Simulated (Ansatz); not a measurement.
The system is CoSi.

```xyz
2
Lattice="2.7813 0.0000 0.0000 0.0000 2.7813 0.0000 0.0000 0.0000 2.7813" Properties=species:S:1:pos:R:3 pbc="T T T"
Co    0.0000    0.0000    0.0000
Si    1.3907    1.3907    1.3907
```

Measurements of this composition are mostly on another form, of space group No. 198.

* Program: Ansatz 0.2.0
* Task: single point
* Functional: PBE
* Potentials or basis: all-electron LAPW, scalar-relativistic
* Cutoff: 272 eV (chosen from the basis error)
* Basis error allowed: 0.001 eV/atom
* k mesh: 10 × 10 × 10
* Occupations: fermi-dirac, width 0.05 eV
* Spin: collinear spin, ferromagnetic start
* Starting moments: [2.0, 0.0] μB

On this cell: pressure 0.8 GPa; largest force zero by symmetry; net moment 0.56 μB per cell; site moments Co +0.56; Si +0.01 μB; band gap on the k mesh none (metal or under the smearing width).

The same run follows on a disturbed copy (atoms moved at random, drawn with an rms of 0.05 Å):

```
CELL_PARAMETERS angstrom
2.78133 0.00000 0.00000
0.00000 2.78133 0.00000
0.00000 0.00000 2.78133
ATOMIC_POSITIONS crystal
Co 0.98982 0.98882 0.99982
Si 0.49271 0.50471 0.51097
```

Task: What changes?

Result: The energy (extrapolated to zero smearing) moves by +3.7 meV/atom; pressure 1.0 GPa; largest force 0.271 eV/Å; net moment 0.55 μB per cell; site moments Co +0.56; Si +0.01 μB; band gap on the k mesh none (metal or under the smearing width).

Forces on the atoms (eV/Å):
```
Co   0.040  0.219  0.154
Si  -0.040 -0.219 -0.154
```

Stress tensor (GPa, compression positive):
```
1.12 0.09 0.07
0.09 0.95 0.35
0.07 0.35 1.04
```
